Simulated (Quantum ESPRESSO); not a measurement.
# WC (Qusongite) (P-6m2) in Quantum ESPRESSO: notebook

Aim: see how the results for WC (Qusongite) move with the level of theory and the settings. Levels: PBE, PBE+D2. Tasks: phonons.

Everything below comes from runs of Quantum ESPRESSO 7.5. Logs are shortened: lines on timing, memory, paths and dates and some standing lists are left out, and cuts for length are marked.

### 1 Starting point

Symmetry: P-6m2, No. 187, hexagonal system. The conventional cell has a = 2.907 Å, b = 2.907 Å, c = 2.837 Å, α = 90.00°, β = 90.00°, γ = 120.00°. Around W (site symmetry -6m2) lie 6 C at 2.20 Å. Around C (site symmetry -6m2) lie 6 W at 2.20 Å.

### 2 Phonons, PBE

pw.in

```
&CONTROL
  calculation = 'scf'
  prefix = 'pwscf'
  outdir = './tmp'
  pseudo_dir = './pseudo'
  tprnfor = .true.
  tstress = .true.
  disk_io = 'low'
/
&SYSTEM
  ibrav = 0
  celldm(1) = 8
  nat = 2
  ntyp = 2
  ecutwfc = 52
  ecutrho = 312
  nbnd = 15
  occupations = 'smearing'
  smearing = 'mv'
  degauss = 0.01469973
/
&ELECTRONS
  conv_thr = 4d-10
  electron_maxstep = 120
  mixing_beta = 0.5
/
ATOMIC_SPECIES
W    183.8400 W.GGA_PBE-JTH.UPF
C     12.0110 C.GGA_PBE-JTH.UPF
CELL_PARAMETERS alat
  0.6865611226531   0.0000000000000   0.0000000000000
 -0.3432805613266   0.5945793734685   0.0000000000000
  0.0000000000000   0.0000000000000   0.6700496406392
ATOMIC_POSITIONS crystal
W      0.0000000000    0.0000000000    0.0000000000
C      0.6666666667    0.3333333333    0.5000000000
K_POINTS automatic
10 10 9 0 0 0
```

relax.in

```
&CONTROL
  calculation = 'vc-relax'
  prefix = 'pwscf'
  outdir = './tmp'
  pseudo_dir = './pseudo'
  tprnfor = .true.
  tstress = .true.
  disk_io = 'low'
  nstep = 40
  forc_conv_thr = 0.0001
  etot_conv_thr = 1d-06
/
&SYSTEM
  ibrav = 0
  celldm(1) = 8
  nat = 2
  ntyp = 2
  ecutwfc = 52
  ecutrho = 312
  nbnd = 15
  occupations = 'smearing'
  smearing = 'mv'
  degauss = 0.01469973
/
&ELECTRONS
  conv_thr = 4d-10
  electron_maxstep = 120
  mixing_beta = 0.5
/
&IONS
  ion_dynamics = 'bfgs'
/
&CELL
  cell_dynamics = 'bfgs'
  press = 0
  press_conv_thr = 0.2
/
ATOMIC_SPECIES
W    183.8400 W.GGA_PBE-JTH.UPF
C     12.0110 C.GGA_PBE-JTH.UPF
CELL_PARAMETERS alat
  0.6865611226531   0.0000000000000   0.0000000000000
 -0.3432805613266   0.5945793734685   0.0000000000000
  0.0000000000000   0.0000000000000   0.6700496406392
ATOMIC_POSITIONS crystal
W      0.0000000000    0.0000000000    0.0000000000
C      0.6666666667    0.3333333333    0.5000000000
K_POINTS automatic
10 10 9 0 0 0
```

scf2.in

```
&CONTROL
  calculation = 'scf'
  prefix = 'pwscf'
  outdir = './tmp'
  pseudo_dir = './pseudo'
  tprnfor = .true.
  tstress = .true.
  disk_io = 'low'
/
&SYSTEM
  ibrav = 0
  celldm(1) = 8
  nat = 2
  ntyp = 2
  ecutwfc = 52
  ecutrho = 312
  nbnd = 15
  occupations = 'smearing'
  smearing = 'mv'
  degauss = 0.01469973
/
&ELECTRONS
  conv_thr = 1d-13
  electron_maxstep = 120
  mixing_beta = 0.5
  startingpot = 'file'
  startingwfc = 'file'
/
ATOMIC_SPECIES
W    183.8400 W.GGA_PBE-JTH.UPF
C     12.0110 C.GGA_PBE-JTH.UPF
CELL_PARAMETERS alat
  0.6904408180957  -0.0000000000068   0.0000000000000
 -0.3452204090420   0.5979392882840   0.0000000000000
  0.0000000000000   0.0000000000000   0.6726555646030
ATOMIC_POSITIONS crystal
W      0.0000000000    0.0000000000    0.0000000000
C      0.6666666667    0.3333333333    0.5000000000
K_POINTS automatic
10 10 9 0 0 0
```

ph.in

```
phonons of WC
&INPUTPH
  prefix = 'pwscf'
  outdir = './tmp'
  tr2_ph = 1d-18
  fildyn = 'dyn'
  niter_ph = 90
  alpha_mix(1) = 0.4
/
0.0000000000 0.0000000000 0.0000000000
```

dynmat.in

```
&INPUT
  fildyn = 'dyn'
  asr = 'crystal'
  filout = 'dynmat.disp'
  fileig = 'dynmat.eig'
/
```

Potentials or basis: JTH 2.0 PBE.

Command:

```bash
$ OMP_NUM_THREADS=1 pw.x -in pw.in > pw.out
$ OMP_NUM_THREADS=1 pw.x -in relax.in > relax.out
$ OMP_NUM_THREADS=1 pw.x -in scf2.in > scf2.out
$ OMP_NUM_THREADS=1 ph.x -in ph.in > ph.out
$ OMP_NUM_THREADS=1 dynmat.x -in dynmat.in > dynmat.out
```

pw.out:

```text
This program is part of the open-source Quantum ESPRESSO suite
     for quantum simulation of materials; please cite
         "P. Giannozzi et al., J. Phys.:Condens. Matter 21 395502 (2009);
         "P. Giannozzi et al., J. Phys.:Condens. Matter 29 465901 (2017);
         "P. Giannozzi et al., J. Chem. Phys. 152 154105 (2020);
     in publications or presentations arising from this work. More details at

     file W.GGA_PBE-JTH.UPF: wavefunction(s)  5S 6S 5P 6P 5D 0D renormalized
     file C.GGA_PBE-JTH.UPF: wavefunction(s)  0S 2P 0P renormalized
     Message from routine setup:
     using ibrav=0 with symmetry is DISCOURAGED, use correct ibrav instead

     G-vector sticks info
     --------------------
     sticks:   dense  smooth     PW     G-vecs:    dense   smooth      PW
     Sum         649     433    139                13063     7093    1219

     Using Slab Decomposition

     bravais-lattice index     =            0
     lattice parameter (alat)  =       8.0000  a.u.
     unit-cell volume          =     140.0445 (a.u.)^3
     number of atoms/cell      =            2
     number of atomic types    =            2
     number of electrons       =        18.00
     number of Kohn-Sham states=           15
     kinetic-energy cutoff     =      52.0000  Ry
     charge density cutoff     =     312.0000  Ry
     scf convergence threshold =      4.0E-10
     mixing beta               =       0.5000
     number of iterations used =            8  plain     mixing
     Exchange-correlation= SLA PW PBX PBC
                           (   1   4   3   4   0   0   0)

     celldm(1)=   8.000000  celldm(2)=   0.000000  celldm(3)=   0.000000
     celldm(4)=   0.000000  celldm(5)=   0.000000  celldm(6)=   0.000000

     crystal axes: (cart. coord. in units of alat)
               a(1) = (   0.686561   0.000000   0.000000 )
               a(2) = (  -0.343281   0.594579   0.000000 )
               a(3) = (   0.000000   0.000000   0.670050 )

     reciprocal axes: (cart. coord. in units 2 pi/alat)
               b(1) = (  1.456535  0.840931 -0.000000 )
               b(2) = (  0.000000  1.681861  0.000000 )
               b(3) = (  0.000000 -0.000000  1.492427 )

     PseudoPot. # 1 for W  read from file:
     W.GGA_PBE-JTH.UPF
     Pseudo is Projector augmented-wave + core cor, Zval = 14.0
     Generated using ATOMPAW code
     Shape of augmentation charge: BESSEL
     Using radial grid of 1121 points,  6 beta functions with:
                l(1) =   0
                l(2) =   0
                l(3) =   1
                l(4) =   1
                l(5) =   2
                l(6) =   2
     Q(r) pseudized with 0 coefficients

     PseudoPot. # 2 for C  read from file:
     C.GGA_PBE-JTH.UPF
     Pseudo is Projector augmented-wave + core cor, Zval =  4.0
     Generated using ATOMPAW code
     Shape of augmentation charge: SINC**2
     Using radial grid of  920 points,  4 beta functions with:
                l(1) =   0
                l(2) =   0
                l(3) =   1
                l(4) =   1
     Q(r) pseudized with 0 coefficients

     atomic species   valence    mass     pseudopotential
     W                14.00   183.84000     W ( 1.00)
     C                 4.00    12.01100     C ( 1.00)

     12 Sym. Ops. (no inversion) found

   Cartesian axes

     site n.     atom                  positions (alat units)
         1        W      tau(   1) = (   0.0000000   0.0000000   0.0000000  )
         2        C      tau(   2) = (   0.3432806   0.1981931   0.3350248  )

     number of k points=    70  Marzari-Vanderbilt smearing, width (Ry)=  0.0147
                       cart. coord. in units 2pi/alat
        k(    1) = (   0.0000000   0.0000000   0.0000000), wk =   0.0022222
        k(    2) = (   0.0000000   0.0000000   0.1658252), wk =   0.0044444
        k(    3) = (   0.0000000   0.0000000   0.3316504), wk =   0.0044444
        k(    4) = (   0.0000000   0.0000000   0.4974756), wk =   0.0044444
        k(    5) = (   0.0000000   0.0000000   0.6633008), wk =   0.0044444
        k(    6) = (   0.0000000   0.1681861   0.0000000), wk =   0.0133333
[... 62 lines left out ...]
        k(   69) = (   0.4369604   0.7568376   0.4974756), wk =   0.0266667
        k(   70) = (   0.4369604   0.7568376   0.6633008), wk =   0.0266667

     Dense  grid:    13063 G-vectors     FFT dimensions: (  32,  32,  32)

     Smooth grid:     7093 G-vectors     FFT dimensions: (  25,  25,  25)

     Check: negative core charge=   -0.000028

     Initial potential from superposition of free atoms

     starting charge      17.9994, renormalised to      18.0000
     Starting wfcs are   26 randomized atomic wfcs

     Self-consistent Calculation

     iteration #  1     ecut=    52.00 Ry     beta= 0.50
     Davidson diagonalization with overlap
     ethr =  1.00E-02,  avg # of iterations =  3.3

     total energy              =    -778.53680447 Ry
     estimated scf accuracy    <       0.48765372 Ry

     iteration #  2     ecut=    52.00 Ry     beta= 0.50
     Davidson diagonalization with overlap
     ethr =  2.71E-03,  avg # of iterations =  2.1

     total energy              =    -778.67431653 Ry
     estimated scf accuracy    <       0.27225353 Ry

     iteration #  3     ecut=    52.00 Ry     beta= 0.50
     Davidson diagonalization with overlap
     ethr =  1.51E-03,  avg # of iterations =  1.1

     total energy              =    -778.72281292 Ry
     estimated scf accuracy    <       0.00240461 Ry

     iteration #  4     ecut=    52.00 Ry     beta= 0.50
     Davidson diagonalization with overlap
     ethr =  1.34E-05,  avg # of iterations =  2.9

     total energy              =    -778.72335201 Ry
     estimated scf accuracy    <       0.00010888 Ry

     iteration #  5     ecut=    52.00 Ry     beta= 0.50
     Davidson diagonalization with overlap
     ethr =  6.05E-07,  avg # of iterations =  2.5
[... 8 lines left out ...]
     total energy              =    -778.72335157 Ry
     estimated scf accuracy    <       0.00000077 Ry

     iteration #  7     ecut=    52.00 Ry     beta= 0.50
     Davidson diagonalization with overlap
     ethr =  4.27E-09,  avg # of iterations =  2.3

     total energy              =    -778.72335181 Ry
     estimated scf accuracy    <       0.00000025 Ry

     iteration #  8     ecut=    52.00 Ry     beta= 0.50
     Davidson diagonalization with overlap
     ethr =  1.39E-09,  avg # of iterations =  1.5

     total energy              =    -778.72335186 Ry
     estimated scf accuracy    <          4.4E-09 Ry

     iteration #  9     ecut=    52.00 Ry     beta= 0.50
     Davidson diagonalization with overlap
     ethr =  2.43E-11,  avg # of iterations =  2.2

     End of self-consistent calculation

          k = 0.0000 0.0000 0.0000 (   889 PWs)   bands (ev):

   -54.0647 -18.0427 -17.9350 -17.9350   5.4994  15.6455  16.6264  16.6264
    20.0453  23.1913  23.1913  25.5856  25.5856  26.3736  34.3414

          k = 0.0000 0.0000 0.1658 (   883 PWs)   bands (ev):

   -54.0599 -18.1336 -17.9271 -17.9271   5.7996  15.4727  16.7618  16.7618
    20.0409  22.2822  22.2822  26.0576  26.0576  26.6105  35.0022

          k = 0.0000 0.0000 0.3317 (   882 PWs)   bands (ev):

   -54.0479 -18.3582 -17.9073 -17.9073   6.6375  14.6546  17.1325  17.1325
    20.6135  20.8978  20.8978  26.0644  26.0644  27.2154  36.0402

          k = 0.0000 0.0000 0.4975 (   906 PWs)   bands (ev):

   -54.0341 -18.6049 -17.8846 -17.8846   7.8597  13.2007  17.6036  17.6036
    19.8673  19.8673  22.0330  25.3134  25.3134  28.1279  34.7777

          k = 0.0000 0.0000 0.6633 (   894 PWs)   bands (ev):

   -54.0251 -18.7613 -17.8697 -17.8697   9.1946  11.6713  17.9068  17.9068
    19.4177  19.4177  23.4035  24.6057  24.6057  29.4853  32.4845

          k = 0.0000 0.1682 0.0000 (   893 PWs)   bands (ev):

   -54.0592 -18.0322 -18.0166 -17.9534   5.7603  15.6771  16.3310  16.8697
    19.3394  23.0980  23.9793  25.0683  25.4079  27.1300  33.9025
[... 76 lines left out ...]
          k = 0.0000 0.6727 0.1658 (   885 PWs)   bands (ev):

   -54.0075 -18.6596 -18.0983 -18.0262   8.5338  13.1883  15.9285  17.5312
    18.5276  22.6607  24.1271  25.1056  26.3226  30.6074  33.5671

          k = 0.0000 0.6727 0.3317 (   887 PWs)   bands (ev):

   -53.9958 -18.6275 -18.2337 -18.0753   8.7375  13.0840  15.8847  17.3572
    18.4741  23.0541  23.7036  26.3938  26.4530  31.2940  33.3618

          k = 0.0000 0.6727 0.4975 (   894 PWs)   bands (ev):

   -53.9825 -18.5910 -18.4624 -18.0490   8.8023  13.1658  16.0555  16.3903
    19.1730  23.3922  23.7190  26.7839  27.7928  30.9172  33.9849

          k = 0.0000 0.6727 0.6633 (   893 PWs)   bands (ev):

   -53.9738 -18.6089 -18.5659 -18.0317   8.7500  13.4396  15.8657  15.9931
    19.4268  23.6065  24.8444  26.4695  28.6248  30.9423  33.4050

          k = 0.0000-0.8409 0.0000 (   872 PWs)   bands (ev):

   -54.0065 -18.7457 -18.1252 -17.9318   8.8512  12.9244  16.3390  16.3891
    19.4927  22.3007  24.4958  24.8418  26.8380  29.6681  32.7814

          k = 0.0000-0.8409 0.1658 (   876 PWs)   bands (ev):

   -54.0019 -18.7326 -18.1160 -18.0148   8.9280  12.8440  15.7292  17.5019
    18.6164  23.0994  24.5153  24.8102  26.5747  30.3137  32.8173

          k = 0.0000-0.8409 0.3317 (   894 PWs)   bands (ev):

   -53.9903 -18.6993 -18.2206 -18.0927   8.9985  12.7382  15.8088  17.2874
    18.7260  23.8199  23.8710  26.0358  26.5059  30.9791  33.2916

          k = 0.0000-0.8409 0.4975 (   886 PWs)   bands (ev):

   -53.9770 -18.6611 -18.4477 -18.0661   8.8655  12.9767  15.9925  16.2570
    19.7203  23.8310  24.2095  26.6610  27.6865  30.7006  33.9985

          k = 0.0000-0.8409 0.6633 (   900 PWs)   bands (ev):

   -53.9683 -18.6361 -18.5923 -18.0486   8.6876  13.4174  15.7095  15.8245
    20.1918  24.3736  24.9356  26.6692  28.9417  30.1907  32.8432

          k = 0.1457 0.2523 0.0000 (   889 PWs)   bands (ev):

   -54.0491 -18.1559 -18.0132 -17.9927   6.2509  15.2342  16.4162  17.2967
    18.4876  22.8685  24.3161  25.0192  25.1105  28.2985  33.6990

          k = 0.1457 0.2523 0.1658 (   882 PWs)   bands (ev):

   -54.0444 -18.1488 -18.0997 -17.9845   6.5156  15.3911  16.1711  17.2929
    18.4113  21.9120  23.9170  25.3706  25.9696  28.6169  33.5078

          k = 0.1457 0.2523 0.3317 (   889 PWs)   bands (ev):

   -54.0325 -18.3228 -18.1215 -17.9636   7.2356  14.9608  15.9740  17.3885
    18.6911  20.7497  23.1753  25.7612  26.6505  29.2561  33.7154

          k = 0.1457 0.2523 0.4975 (   892 PWs)   bands (ev):

   -54.0189 -18.5636 -18.0951 -17.9397   8.2204  13.5595  16.5462  17.3951
    18.8206  20.3315  23.2521  25.2826  26.4911  30.0686  34.6922

          k = 0.1457 0.2523 0.6633 (   896 PWs)   bands (ev):

   -54.0099 -18.7165 -18.0776 -17.9240   9.1214  12.4245  16.8701  17.5194
    18.4799  20.3763  24.1530  24.6859  26.0321  31.0984  33.8981

          k = 0.1457 0.4205 0.0000 (   880 PWs)   bands (ev):
[... 154 lines left out ...]
          k = 0.4370 0.7568 0.1658 (   891 PWs)   bands (ev):

   -53.9957 -18.5635 -18.4026 -18.0021   9.4590  13.7352  15.1977  16.2117
    19.4665  21.9724  22.9324  24.0322  28.6703  33.7173  34.5464

          k = 0.4370 0.7568 0.3317 (   873 PWs)   bands (ev):

   -53.9841 -18.5328 -18.3745 -18.2059   9.3309  14.0606  15.0934  15.6440
    19.0903  22.8672  24.6118  25.3533  27.9990  32.3314  34.1177

          k = 0.4370 0.7568 0.4975 (   875 PWs)   bands (ev):

   -53.9709 -18.4978 -18.4308 -18.3423   9.1383  13.3852  14.8145  16.8082
    19.1504  23.7204  25.8368  26.8138  27.9096  30.5488  33.2944

          k = 0.4370 0.7568 0.6633 (   876 PWs)   bands (ev):

   -53.9622 -18.5741 -18.4745 -18.3212   8.9902  12.9510  14.5282  18.0590
    19.2185  24.4114  26.2688  27.0599  29.4344  29.5021  31.8530

     the Fermi energy is    19.9221 ev

!    total energy              =    -778.72335186 Ry
     total all-electron energy =      -778.723352 Ry
     estimated scf accuracy    <          2.1E-10 Ry
     smearing contrib. (-TS)   =       0.00020622 Ry
     internal energy E=F+TS    =    -778.72355808 Ry

     The total energy is F=E-TS. E is the sum of the following terms:
     one-electron contribution =      -6.44876149 Ry
     hartree contribution      =      21.43555207 Ry
     xc contribution           =     -32.80029597 Ry
     ewald contribution        =    -132.02264865 Ry
     one-center paw contrib.   =    -628.88740403 Ry

     convergence has been achieved in   9 iterations

     Forces acting on atoms (cartesian axes, Ry/au):

     atom    1 type  1   force =    -0.00000000   -0.00000000    0.00000000
     atom    2 type  2   force =     0.00000000    0.00000000    0.00000000

     Total force =     0.000000     Total SCF correction =     0.000000

     Computing stress (Cartesian axis) and pressure

          total   stress  (Ry/bohr**3)                   (kbar)     P=       60.30
   0.00041805   0.00000000  -0.00000000           61.50        0.00       -0.00
   0.00000000   0.00041805  -0.00000000            0.00       61.50       -0.00
   0.00000000   0.00000000   0.00039371            0.00        0.00       57.92

=------------------------------------------------------------------------------=
   JOB DONE.
=------------------------------------------------------------------------------=
```

Run time: 5 min. Hardware: 1 thread of Arm Neoverse V2, shared host; peak memory 0.11 GiB.

Results:

| Property | Result |
| --- | --- |
| Free energy | -10595.0774 eV |
| Relaxed volume | 10.53 Å³/atom |
| Relaxed cell | a = 2.923 Å, b = 2.923 Å, c = 2.848 Å, α = 90.00°, β = 90.00°, γ = 120.00° |
| Space group after relaxing (to 0.05 Å) | P-6m2 (No. 187) |
| Pressure after relaxing | 0.0 GPa |
| Band gap on the k mesh | none (metal or under the smearing width) |
| Highest phonon frequency at Γ | 606 cm⁻¹ |

The path:
| step | energy change (eV) | largest force (eV/Å) | pressure (GPa) | volume (Å³) |
| --- | --- | --- | --- | --- |
| 1 | 0.0000 | 0.0000 | 6.03 | 20.75 |
| 2 | 0.0003 | 0.0000 | -5.89 | 21.40 |
| 3 | -0.0058 | 0.0000 | -0.06 | 21.07 |
| 4 | -0.0059 | 0.0000 | 0.01 | 21.07 |
| 5 | -0.0059 | 0.0000 | 0.00 | 21.07 |

Final structure:
```xyz
2
Lattice="2.9229 0.0000 0.0000 -1.4615 2.5313 0.0000 0.0000 0.0000 2.8476" Properties=species:S:1:pos:R:3 pbc="T T T"
W     0.0000    0.0000    0.0000
C     1.4615    0.8438    1.4238
```

Levels at points of the mesh, in eV from the Fermi level:
```
            k point  band 6  band 7  band 8  band 9  band 10  band 11  band 12  band 13
 (0.00, 0.00, 0.00)   -4.19   -3.25   -3.25    0.14     3.20     3.20     5.59     5.59
(0.00, -0.50, 0.00)   -6.93   -3.50   -3.46   -0.43     2.34     4.47     4.80     6.83
```

Phonon frequencies in cm⁻¹ (negative: imaginary):
```
              q point             frequencies
(0.000, 0.000, 0.000)  -16 -16 -6 568 606 606
```

Optical modes at Γ, degenerate ones joined:
| cm⁻¹ | components | symmetry | active in |
| --- | --- | --- | --- |
| 569 | 1 | A''2 | IR |
| 608 | 2 | E' | IR and Raman |

Caveat: the mesh is thin for the phonons of a metal. The run has no spin-orbit coupling, so splittings on W are missing.

[end of part 1 of 2]
